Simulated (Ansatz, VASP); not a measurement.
## WS2 in VASP and in Ansatz

The input INCAR:

```
ALGO     = Normal         # electronic algorithm
EDIFF    = 1E-7           # SCF threshold, eV
ENCUT    = 520            # plane-wave cutoff, eV
GGA      = PE             # functional
ISIF     = 2              # what is computed and relaxed
ISMEAR   = -1             # smearing method
LASPH    = True           # aspherical terms in the spheres
LCHARG   = False          # write CHGCAR
LREAL    = False          # projectors in reciprocal space
LWAVE    = False          # write WAVECAR
NBANDS   = 20             # bands
NELM     = 60             # most SCF steps
PREC     = Accurate       # precision mode
SIGMA    = 0.05           # smearing width, eV
```

The input KPOINTS:

```
k-points
0
Gamma
  10 10 10
```

Contents of POSCAR:

```
WS2
1.0
    1.5467664657      0.8930260354      6.0375157167
   -1.5467664657      0.8930260354      6.0375157167
    0.0000000000     -1.7860520706      6.0375157167
W S
1 2
Direct
    0.0000000000      0.0000000000      0.0000000000
    0.5810000000      0.5810000000      0.5810000000
    0.7503000000      0.7503000000      0.7503000000
```

File input.yaml:

```yaml
crystal:
  lattice:
    - [1.5467664657, 0.8930260354, 6.0375157167]
    - [-1.5467664657, 0.8930260354, 6.0375157167]
    - [0.0, -1.7860520706, 6.0375157167]
  atoms:
    - { symbol: W, position: [0.0, 0.0, 0.0] }
    - { symbol: S, position: [0.581, 0.581, 0.581] }
    - { symbol: S, position: [0.7503, 0.7503, 0.7503] }
hamiltonian:
  xc: pbe
  pseudopotentials: { kind: paw }
kpoints:
  mp_grid: { grid: [10, 10, 10] }
scf:
  occupations: { method: fermi_dirac, width: 0.05 }
output:
  forces: true
  stress: true
  eigenvalues: true
  write_density: true
  write_potential: true
  elf: true
  volumetric_format: npy
```

Change from the starting cell: volume scaled by 0.94.

Alike in both runs: task single point; functional PBE; k mesh 10 × 10 × 10; occupations fermi-dirac, width 0.05 eV; no spin polarisation.

```csv
,VASP,Ansatz
version,VASP 6.6.1,Ansatz 0.2.0
potentials or method,"VASP PAW PBE potentials, release 64 (W_sv, S)",Ansatz PAW
plane-wave cutoff (eV),520,420
valence electrons in the cell,26,26
```

```tsv
	VASP	Ansatz	Ansatz less VASP
gap on the k mesh at the Fermi level (eV)	1.01	0.99	-0.020
least direct gap on the mesh (eV)	2.39	2.38	-0.016
pressure (GPa)	17.0	17.0	+0.03
largest component of the traceless stress (GPa)	1.02	1.04	+0.014
rms of the force components (eV/Å)	0.726	0.725	-0.0010
```

Atom by atom the forces differ by 0.001 eV/Å (rms over components). The functional is the same, so the differences come from potentials, cutoffs and numerics.

Caveats: spin-orbit coupling is left out, which moves the levels of the heavy elements; forces of over 1 eV/Å show positions far from the minimum, so gaps and moduli don't describe the material at rest. A k mesh can miss the band edges.
